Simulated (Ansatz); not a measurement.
Runs of Ansatz 0.2.0 on CdTe. The structure is cubic, space group F-43m (No. 216). Conventional cell: a = 6.410 Å, b = 6.410 Å, c = 6.410 Å, α = 90.00°, β = 90.00°, γ = 90.00°. Around Te (site symmetry -43m) lie 4 Cd at 2.78 Å. Around Cd (site symmetry -43m) lie 4 Te at 2.78 Å. 

```csv
task,level,cell,smearing,gap on the mesh (eV),pressure (GPa),relaxed volume (Å³/atom)
relaxation of cell and atoms,BLYP+D3(BJ),relaxed,fermi-dirac 0.05 eV,(a),0.0,34.51
single point,PBE,as given,gaussian 0.03 eV,0.87,4.2,-
single point,PBE,as given,gaussian 0.029 eV,0.87,4.2,-
relaxation of cell and atoms,BLYP+D4,relaxed,fermi-dirac 0.05 eV,0.57,0.0,35.14
```

Alike in all rows: potentials or basis Ansatz PAW; no spin polarisation; k mesh 7 × 7 × 7; cutoff (eV) 420.

Problem. Fill in the values left out.

Solution. (a) 0.63.

Caveats: odd divisions of the mesh miss points on the zone boundary, where band edges often lie, so the gap on the mesh can be too wide; spin-orbit coupling is left out, which moves the levels of the heavy elements; the plane-wave basis is chosen anew once the cell has moved, so the energies of steps on either side of that aren't comparable (some runs); the PAW data sets come from PBE, with cores solved anew for the run's functional, which leaves a small shift of forces and pressure (some runs).

A k mesh can miss the band edges, and the runs leave out spin-orbit coupling on Cd, Te.
